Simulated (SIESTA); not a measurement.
A run of SIESTA 5.4.2 is set up as follows.

Contents of run.py:

```python
from ase.io import read
from ase.calculators.siesta import Siesta
from ase.units import Ry, GPa
from ase.optimize import LBFGS
from ase.filters import FrechetCellFilter

atoms = read("Sb.xyz")

fdf = {
    'SCFMustConverge': False,
    'OccupationFunction': 'FD',
    'ElectronicTemperature': '0.05 eV',
    'MaxSCFIterations': '120',
    'SCF.Mixer.Method': 'Pulay',
    'SCF.Mixer.Weight': '0.25',
    'SCF.Mixer.History': '8',
    'SCF.DM.Tolerance': '5.0e-05',
    'SCF.H.Tolerance': '1.0e-03 eV',
    'WriteForces': 'true',
    'Charge.Mulliken': 'end',
    'PAO.Basis': ['Sb.1 4', 'n=5 0 2', '  5.984 0.000', 'n=5 1 2', '  7.890 0.000', 'n=4 2 2', '  3.483 0.000', 'n=5 2 1', '  7.890'],
}
calc = Siesta(
    label="Sb",
    command="siesta < PREFIX.fdf > PREFIX.out",
    pseudo_path="pseudos",
    pseudo_qualifier="",
    xc=('GGA', 'PBE'),
    basis_set="DZP",
    mesh_cutoff=500 * Ry,
    energy_shift=0.003 * Ry,
    kpts=[10, 10, 10],
    spin="non-polarized",
    fdf_arguments=fdf,
)
atoms.calc = calc

opt = LBFGS(FrechetCellFilter(atoms), trajectory="relax.traj")
converged = opt.run(fmax=0.04, steps=40)
print("converged:", converged)
print("cell (A):", atoms.cell.cellpar().round(5))
print("scaled positions:")
print(atoms.get_scaled_positions().round(6))
print(f"energy = {atoms.get_potential_energy():.6f} eV")
free = atoms.get_potential_energy(force_consistent=True)
print(f"free energy = {free:.6f} eV")
print("forces (eV/A):")
print(atoms.get_forces(apply_constraint=False).round(6))
print("stress (GPa, Voigt order, tension positive):", (atoms.get_stress() / GPa).round(4))
```

File Sb.xyz:

```xyz
1
Lattice="0.1733647600 2.3885337500 2.4958692300 2.4173055400 0.0646925500 2.6045414300 2.3204533900 2.4003538000 0.1615447000" Properties=species:S:1:pos:R:3 pbc="T T T"
Sb     0.0000000000      0.0000000000      0.0000000000
```

Potentials or basis: PseudoDojo 0.4 standard (PBE files), DZP (energy shift 0.003 Ry; two zetas on semicore shells).

The run is started by

```bash
$ python run.py
```

Task: Predict the band gap on the k mesh.

Result: None (metal or under the smearing width).

Task: Estimate the space group after relaxing (to 0.05 Å).

Result: Immm (No. 71).

Task: What does it give for the relaxed volume?

Result: 28.11 Å³/atom.

Final structure:
```
Sb
1.0
    -0.02874    2.80205    2.76920
     1.85714    0.08464    2.76112
     1.87559    2.74355    0.05477
Sb
1
Direct
  0.00000 0.00000 0.00000
```

Caveat: the basis of atomic orbitals isn't converged, which shifts pressures, moduli and gaps. Spin-orbit coupling is left out, which matters for the levels of Sb.
